**Question: Why is the spin with the widest gap the metallic one?**

I have been looking at the levels of ferromagnetic CoSi from an LDA+U calculation. The table gives two rows for each point of the k mesh, one for each spin, and both spins share one Fermi energy, which is the zero. "Level under 1" is the nearest level below it, "level under 4" the fourth below, and "level over 1" and "level over 2" are the first two above. Level point 1 is the centre of the Brillouin zone. Points 2, 3 and 4 lie two thirds of the way from there to a face centre, a corner and an edge midpoint.

GPAW 26.7.0, spin-polarised LDA+U (U = 4.5 eV on Co d) with PAW data sets, for an 8-atom cell of CoSi with atoms displaced at random by about 0.05 Å, started ferromagnetic. Plane-wave cutoff 500 eV, 3×3×3 k mesh, Fermi-Dirac smearing of 0.01 eV, no spin-orbit coupling. Levels are counted from the Fermi energy.

| row | level point (row) | level under 4 (eV) | level under 3 (eV) | level under 2 (eV) | level under 1 (eV) | level over 1 (eV) | level over 2 (eV) | level spin |
| --- | --- | --- | --- | --- | --- | --- | --- | --- |
| 1 | 1 | -2.570 | -2.039 | -2.009 | -1.925 | 1.339 | 1.437 | up |
| 2 | 1 | -1.417 | -1.284 | -1.251 | -1.202 | 0.852 | 0.956 | down |
| 3 | 2 | -2.319 | -1.974 | -0.570 | -0.231 | 0.022 | 0.284 | up |
| 4 | 2 | -1.631 | -1.523 | -1.302 | -1.039 | 0.747 | 0.956 | down |
| 5 | 3 | -2.754 | -2.511 | -1.795 | -1.015 | 1.670 | 2.953 | up |
| 6 | 3 | -1.513 | -1.354 | -1.249 | -0.943 | 0.919 | 0.966 | down |
| 7 | 4 | -2.612 | -2.059 | -0.907 | -0.144 | 0.803 | 1.198 | up |
| 8 | 4 | -1.787 | -1.513 | -1.356 | -1.014 | 0.846 | 0.995 | down |

At the centre, spin up has a gap of 3.26 eV and spin down only 2.05 eV. Yet the run reports a metal, and it seems to be spin up that conducts. Point 3 puzzles me as well: the up gap nearly closes at point 2, but it is wide again at point 3, which is farther from the centre. What decides which spin is metallic?

**Answer**

What decides it is how many electrons each spin has to house, and whether that number just fills a set of bands. A gap at a single point tells you only how far apart two levels are for one wave vector. A spin channel is insulating if the same number of bands is full at every wave vector and an energy window stays free throughout the zone. So the rows of one spin have to be read together.

Read that way, the two spins behave very differently. For spin down, the nearest level below the Fermi energy moves by only 0.26 eV over the four points, and the nearest one above moves even less. A window of 1.69 eV stays free of listed down levels. For spin up, the nearest level below moves by 1.78 eV, and at points 2 and 4 several levels lie inside the window that was empty at the centre.

The electron count explains how the Fermi energy can come to lie in the gap of spin down. A useful relative is FeSi, which has the same crystal structure and one valence electron less per formula unit. It is a narrow-gap semiconductor, because its electrons just fill the bonding and nonbonding bands and leave the antibonding ones empty. CoSi has to put its additional electron somewhere above that gap. It can share it equally between the spins, which gives a nonmagnetic metal, or keep spin down at the FeSi filling and place the whole surplus in spin up.

The second choice fixes the moment. Let $N$ be the number of valence electrons in the cell, $N_\downarrow$ the number with spin down, and $M$ the moment in Bohr magnetons. Since $M$ is the number of up electrons less the number of down electrons,

$$M = N - 2N_\downarrow .$$

The cell holds four formula units, so $N = 4\times(9+4) = 52$. The FeSi filling gives $N_\downarrow = 4\times(8+4)/2 = 24$, and therefore $M = 52 - 48 = 4$.

The calculation gives 4.00 Bohr magnetons per cell, about one for each cobalt atom. It was started with twice that moment, so the value is not simply a leftover of the start. A whole-number moment is also what a gap in one spin demands: the down bands are either full or empty, so the down electrons come out as a whole number, and the up electrons must make up the rest. That rest, 28 per cell, is a whole number too, so the count alone does not make spin up a metal. Spin up conducts because its bands near the Fermi energy spread so widely that they leave no common gap, as the run reports for the full mesh. Such a state, with a gap in one spin only, is called a half-metal. The output printed below contains this count and the comparison of the levels.

The count has a clear limit. It says what the moment must be if spin down stops at the FeSi gap, but not whether this costs less energy than sharing the surplus equally. Real CoSi shares it and is a nonmagnetic semimetal. The Hubbard term on the cobalt d shell probably helps the moment survive here, but the ferromagnetic start may matter as well, since magnetic runs with such a term tend to keep the kind of state they were led into. A run without the term, and a nonmagnetic start with it whose energy is compared with this one, would help to separate the two. The levels in the table therefore describe this ferromagnetic solution and should not be taken for the known band structure of CoSi.

That the up levels shift so much more from point to point than the down levels has a likely chemical cause. Flat band edges, as in spin down, are typical of d orbitals that overlap little with their neighbours. The Hubbard term lowers filled d orbitals and raises empty ones, which would also help to make the down gap much wider than that of FeSi. In spin up, the d shell is probably almost full and lies deeper, so that broader bands with more silicon p character are left near the Fermi energy. Projecting the levels on atomic orbitals would show whether this assignment is right.

Point 3 is less odd than it looks, because a band need not rise or fall steadily with distance from the centre. The wave vector sets the phase with which an orbital in one cell meets its copies in the next. Going towards a face centre changes that phase along one axis, while going towards a corner changes it along all three, so bonding and antibonding contacts are balanced differently. At point 3 two up levels still lie inside the centre's window, but both are in its lower part, at -1.80 and -1.02 eV. The next level up is at 1.67 eV, and so the local gap is wide again.

One detail could still mislead you. Taken alone, the listed up levels leave a gap of 0.17 eV, between point 4 below and point 2 above the Fermi energy. But the upper of these levels, at 0.022 eV, is only about two smearing widths above zero and is roughly 10 % occupied. With a whole number of up electrons in total, that small share has to be balanced by partly filled levels elsewhere on the mesh. They probably belong to the companions of point 2 along the other two axes, which would have the same levels in the ideal crystal but differ slightly here because the atoms are displaced. This agrees with the run's finding of no gap on the full mesh, although such a coarse mesh does not fix where exactly the bands cross the Fermi energy.

The small spacings at the centre deserve similar caution. In both spins the three levels just below the gap lie close together, within about 0.1 eV. The ideal cubic crystal allows threefold levels there, but in this structure the atoms were displaced at random by about 0.05 Å, which splits them. The order within such a group is then a product of the displacements, whereas the contrast between the spins is far larger than these splittings.

Numerical output:

```
Gaps and spacings in eV:
  row  local gap  listed levels inside centre gap  spread of top three under  step to the fourth
    1      3.264                                0                      0.114               0.531
    2      2.054                                0                      0.082               0.133
    3      0.253                                4                      1.743               0.345
    4      1.786                                2                      0.484               0.108
    5      2.685                                2                      1.496               0.243
    6      1.862                                1                      0.411               0.159
    7      0.947                                4                      1.915               0.553
    8       1.86                                2                      0.499               0.274
Range over the points of the highest up level under the Fermi energy (eV): 1.781
Range over the points of the highest down level under the Fermi energy (eV): 0.259
Range over the points of the lowest up level over the Fermi energy (eV): 1.648
Range over the points of the lowest down level over the Fermi energy (eV): 0.172
Gap left between all listed up levels (eV): 0.166
Gap left between all listed down levels (eV): 1.69
Up electrons per cell: 28
Down electrons per cell: 24
Filled bands per spin in semiconducting FeSi, per cell: 24
Moment if spin down fills just these bands (Bohr magnetons per cell): 4
Occupation of the lowest up level over the Fermi energy (percent): 9.975
```
